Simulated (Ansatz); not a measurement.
# A series in volume scale on C

All results are calculated (Ansatz 0.2.0). Free energy against uniform scaling of the volume at fixed shape and fractions; periodic cell, basis, potentials, k mesh and filling as listed.

The cell before it is scaled or strained (space group Fd-3m, No. 227):
```
CELL_PARAMETERS angstrom
0.00000 1.78340 1.78340
1.78340 0.00000 1.78340
1.78340 1.78340 0.00000
ATOMIC_POSITIONS crystal
C 0.00000 0.00000 0.00000
C 0.25000 0.25000 0.25000
```

Settings of every row: functional PBEsol; dispersion none; potentials PAW; wave cutoff 500 eV; density cutoff 2000 eV; k mesh 10x10x10; k shift 0x0x0; occupations fixed; smearing width 0 eV; spin none; SCF threshold exponent -10.

| row | volume scale | V (Å³/atom) | energy above lowest point (meV/atom) |
| --- | --- | --- | --- |
| 1 | 0.88 | 4.991 | 114.2 |
| 2 | 0.92 | 5.218 | ? |
| 3 | 0.96 | 5.445 | 6.3 |
| 4 | 1 | 5.672 | 0 |
| 5 | 1.04 | 5.899 | 18.3 |
| 6 | 1.08 | 6.126 | 56.9 |
| 7 | 1.12 | 6.353 | 112.4 |

Question: what energy above lowest point should row 2 give?

Worked fit of energy above lowest point. Take u = (V_r/V)^(2/3) − 1 with V_r = 5.7855 Å³ an atom, which is twice the finite (Eulerian) strain; such expansions in the strain, on which the Birch-Murnaghan equation of state is built, carry the rest volume and the bulk modulus. The shown rows have u = 0.10349, 0.04127, 0.0133, -0.01287, -0.03741, -0.06048. Least squares give energy above lowest point = 6.36 − 705.29 × u + 17163.9 × u² − 2705 × u³ meV/atom; a parabola predicts inner rows, each left out in turn, worse (root mean square 0.44 against 0.019 meV/atom). All shown rows lie on it to the printed digit. Its lowest point lies at u = 0.0206, or V = 5.611 Å³ an atom, and the curvature there gives the bulk modulus at fixed shape and fractions, B = (4/9)(1 + u)² E″(u)/V = 449 GPa. The withheld row has u = 0.07125, so the fit gives 6.36 − 705.29 × (0.07125) + 17163.9 × (0.07125)² − 2705 × (0.07125)³ = 42.3 meV/atom.

The calculation gave 42.3 meV/atom. The fit meets it to the printed digit.
